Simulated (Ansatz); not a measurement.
Structures of FeO: which is lowest?

Plane-wave DFT in Ansatz with scalar-relativistic PAW potentials, cutoff 420 eV, Γ-centred meshes chosen by cell and gap, Gaussian smearing with energies taken to zero width. Every cell was relaxed (cell and atoms) in a run of its own, within the symmetry of its start. U_eff on d shells: Fe 5.3 eV. Functional: PBE+U.

Relaxed structures (starts from databases or built by putting these elements on another compound's sites):
A. C2/m, 4 atoms in the computed cell, a = 5.223 Å, b = 3.248 Å, c = 3.240 Å, β = 127.4°; sites (symmetry × multiplicity) Fe 2/m × 2, O 2/m × 2; start: database
B. R-3m, 2 atoms in the computed cell, a = 3.169 Å, c = 7.449 Å; sites (symmetry × multiplicity) Fe -3m × 3, O -3m × 3; start: database

Question: Rank them by energy. Could pressure change the order?

Answer:
| structure | group | E − E(lowest) (meV/atom) | V (Å³/atom) | gap on mesh (eV) |
| --- | --- | --- | --- | --- |
| A | C2/m | 0.0 | 10.92 | 2.09 |
| B | R-3m | 33 | 10.80 | 0.87 |

A is lowest, 33 meV/atom under B. The two lowest differ in volume by under 3 %, too little for a first-order estimate of what pressure does to that pair (other pairs aren't weighed here); with rigid cells even 3 % in favour of the higher one would need about 16 GPa. Other structures may lie lower than all of these, and vibrations aren't counted.

The state reached may not be the lowest one. Magnetic cells started from one order each; another order can shift an energy by tens of meV per atom.